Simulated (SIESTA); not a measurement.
AlCu under changes of volume

One of the cells (13.466 Å³/atom); the others are scaled copies at fixed shape and fractional positions:

```
Cu Al
1.0
     2.99751    0.00000    0.00000
     0.00000    2.99751    0.00000
     0.00000    0.00000    2.99751
Cu Al
1 1
Direct
  0.50000 0.50000 0.50000
  0.00000 0.00000 0.00000
```

The cell comes from a database or a generator and needn't be the stable form of this composition.

- Program: SIESTA 5.4.2
- Functional: LDA
- Potentials or basis: PseudoDojo 0.4 standard (LDA files)
- Basis: DZP (energy shift 0.003 Ry; two zetas on semicore shells)
- Grid cutoff: 800 Ry
- Energy shift: 0.003 Ry
- k mesh: 9 × 9 × 9
- Occupations: fermi-dirac, width 0.05 eV
- Spin: no spin polarisation

| volume (Å³/atom) | energy over the lowest point (meV/atom) | pressure (GPa) |
| --- | --- | --- |
| 12.658 | 0.00 | -2.9 |
| 12.928 | ? | ? |
| 13.197 | 18.12 | -7.5 |
| 13.466 | 32.48 | -9.5 |
| 13.736 | 49.72 | -11.1 |
| 14.005 | 69.55 | -12.5 |
| 14.274 | 91.69 | -13.8 |

Question: What does the run at 12.928 Å³/atom give?

Answer: Energy over the lowest point 7.14 meV/atom; pressure -5.4 GPa.

Worked out: A Birch-Murnaghan fit of order 3 (a polynomial in V^(-2/3)) to the other rows has its minimum at 12.36 Å³/atom, just outside them, with B0 = V·E''(V) = 134 GPa and B' = 4.7. It gives 7.19 meV/atom at 12.928 Å³/atom, against the run's 7.14, and -dE/dV = -5.4 GPa, against -5.4.

Energies are extrapolated to zero smearing.

Caveats: short orbitals over semicore shells can move pressures by several GPa; the basis of atomic orbitals isn't converged, which shifts pressures, moduli and gaps.
